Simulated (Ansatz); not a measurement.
## A film clamped to a substrate in CdI$_{2}$

These are results of DFT PBE+D3(BJ), scalar-relativistic, plane waves, PAW in Ansatz, not measurements. Settings: plane waves to 420 eV, k-mesh 9×9×4 (Γ-centred), Gaussian smearing 0.05 eV. No spin polarisation. Energies are free energies at this smearing, counted from the undisturbed cell; pressure is positive in compression.

Zero of the scan (as given, not relaxed at this level; it stands at 0.3 GPa):

```xyz
3
Lattice="4.2440 0.0000 0.0000 -2.1220 3.6754 0.0000 0.0000 0.0000 6.8590" Properties=species:S:1:pos:R:3 pbc="T T T"
Cd    0.0000    0.0000    0.0000
I     0.0000    2.4503    1.7093
I     2.1220    1.2251    5.1497
```

The cell (3 atoms, V0 = 106.99 Å³) is strained by p along both x and y and by q along z, fractional coordinates fixed. τp = (1/V0) ∂E/∂p = (σxx + σyy)(1 + p)(1 + q) and τq = (1/V0) ∂E/∂q = σzz(1 + p)², with tension positive.

| p | q | ΔE (meV/atom) | τp (GPa) | τq (GPa) |
| --- | --- | --- | --- | --- |
| 0.000 | 0.000 | 0.00 | -0.46 | -0.38 |
| -0.025 | 0.000 | 14.41 | -4.88 | -1.82 |
| 0.025 | 0.000 | 7.73 | 3.11 | 0.81 |
| 0.000 | -0.025 | 5.63 | -1.86 | -1.67 |
| 0.000 | 0.025 | 1.21 | 0.76 | 0.79 |

Question: Get the second derivatives of the energy density.

Answer: Central differences give A = ∂τp/∂p = 160 GPa (C11 + C22 + 2 C12), C = ∂τq/∂q = 49 GPa (C33) and the cross term B = ∂τq/∂p = 53 GPa (C13 + C23); ∂τp/∂q = 52 GPa must equal B, and any difference shows higher-order terms. The ions are clamped.

Question: A film of this crystal grows with z along the normal on a substrate that imposes p. How does its thickness respond, and what does the misfit cost?

Answer: Count p and q from the stress-free cell. A free surface needs τq = 0, so q = −(B/C) p = -1.07 p. The energy density left is (A − B²/C) p²/2 = M p², with the biaxial modulus M = 52 GPa; a misfit of 1 % costs 1.15 meV/atom, against 1.78 meV/atom if the thickness were held.

Forces appear on the atoms along this scan, and letting them relax would lower the energy and soften the response.